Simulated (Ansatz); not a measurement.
# Sn: response to strain

Aim: deform Sn (zz strain of -1 %) and compute stress, forces and field gradients with LAPW, PAW and all-electron datasets made for the crystal.

Computed with Ansatz 0.2.0 (DFT PBE, scalar-relativistic, unless a step's input says otherwise).

### Step 1. The structure to begin with

Symmetry: I4/mmm, No. 139, tetragonal system. The conventional cell has a = 3.182 Å, b = 3.182 Å, c = 5.831 Å, α = 90.00°, β = 90.00°, γ = 90.00°. Sn (site symmetry 4/mmm) is surrounded by 4 Sn at 3.18 Å.

Structure file:

```
CELL_PARAMETERS angstrom
-1.59075 1.59075 2.91565
1.59075 -1.59075 2.91565
1.59075 1.59075 -2.91565
ATOMIC_POSITIONS crystal
Sn 0.00000 0.00000 0.00000
```

### Step 2. After the deformation

Space group I4/mmm before, I4/mmm after.

### Step 3. Full-potential LAPW

The input, input.yaml:

```yaml
crystal:
  lattice:
    - [-1.59075, 1.59075, 2.8864935]
    - [1.59075, -1.59075, 2.8864935]
    - [1.59075, 1.59075, -2.8864935]
  atoms:
    - { symbol: Sn, position: [0.0, 0.0, 0.0] }
kpoints:
  mp_grid: { grid: [18, 18, 18] }
  band_path:
    path:
      - [0.0, 0.0, 0.0]
      - [0.0, 0.0, 0.5]
      - [0.25, 0.25, 0.25]
      - [0.0, 0.5, 0.0]
      - [0.0, 0.0, 0.0]
      - [0.5, 0.5, -0.5]
      - [0.3259281301, 0.6740718699, -0.3259281301]
      - [-0.3259281301, 0.3259281301, 0.3259281301]
      - [0.0, 0.0, 0.0]
    npoints: 5
scf:
  occupations: { method: fermi_dirac, width: 0.03 }
hamiltonian:
  xc: pbe
  pseudopotentials: { kind: all_electron, lapw: { basis_error: 0.001 } }
output:
  forces: true
  stress: true
  eigenvalues: true
```

Launch:

```console
$ ansatz run input.yaml --threads 1 --pin off --max-ram 3072MiB --backend cpu --events-out ev --progress --plain --runs-dir out
```

### Step 4. Frozen-core PAW

The input, input.yaml:

```yaml
crystal:
  lattice:
    - [-1.59075, 1.59075, 2.8864935]
    - [1.59075, -1.59075, 2.8864935]
    - [1.59075, 1.59075, -2.8864935]
  atoms:
    - { symbol: Sn, position: [0.0, 0.0, 0.0] }
kpoints:
  mp_grid: { grid: [18, 18, 18] }
scf:
  occupations: { method: fermi_dirac, width: 0.03 }
hamiltonian:
  xc: pbe
  pseudopotentials: { kind: paw }
output:
  forces: true
  stress: true
  eigenvalues: true
  efg: { contact_densities: true }
```

### Step 5. Datasets made for this crystal

Changes to input.yaml since step 4:

```diff
@@ -13,3 +13,3 @@
   xc: pbe
-  pseudopotentials: { kind: paw }
+  pseudopotentials: { kind: all_electron, datasets: crystal }
 output:
```

(Steps that only read results are left out.)

**Question.** What will these runs give? Wanted: pressure; largest shear or deviatoric stress.

The runs gave:

```
                                 quantity                                              value
                                 pressure  LAPW -1.31, PAW -1.31, crystal datasets -1.31 GPa
largest shear or deviatoric stress (LAPW)                                           1.70 GPa
```

What this shows: The largest part of the stress beyond the pressure is 1.70 GPa in size, in the zz component. No run of the undeformed cell stands beside it, so the pressure holds what the given cell had before the change. PAW: stress within 0.01 GPa of LAPW. Crystal datasets: stress within 0.01 GPa of LAPW.
